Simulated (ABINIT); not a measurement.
# Sn: equation of state with PBE

Sn:

```
Sn
1.0
     4.55816    0.00000    0.00000
     0.00000    4.55816    0.00000
     0.00000    0.00000    4.55816
Sn
3
Direct
  0.50000 0.00000 0.00000
  0.00000 0.50000 0.00000
  0.00000 0.00000 0.50000
```

The cell was built by a generator and needn't be a form met in nature.

```yaml
Program: ABINIT 10.8.3 (patched build)
Task: equation of state
Functional: PBE
Potentials_or_basis: JTH PAW PBE v2.0
Cutoff: 599 eV
k_mesh: 6 × 6 × 6
Occupations: fermi-dirac, width 0.05 eV
Spin: no spin polarisation
Fine-grid_cutoff: 1197.3 eV
```

```yaml
Equilibrium_volume: 31.59 Å³/atom
Bulk_modulus: 40 GPa
Pressure_derivative_of_the_bulk_modulus: 4.2
```

Energy against volume, from the lowest point:
```tsv
volume (Å³/atom)	energy (meV/atom)
29.674	15.95
30.305	6.89
30.937	1.72
31.568	0.00
32.199	1.42
32.831	5.66
33.462	12.47
```

Run time: 4.5 min on 1 thread of Arm Neoverse V2, with other jobs on the host, peak memory 0.2 GiB.

Caveat: pressures at fixed basis lie under the slope of the energies.
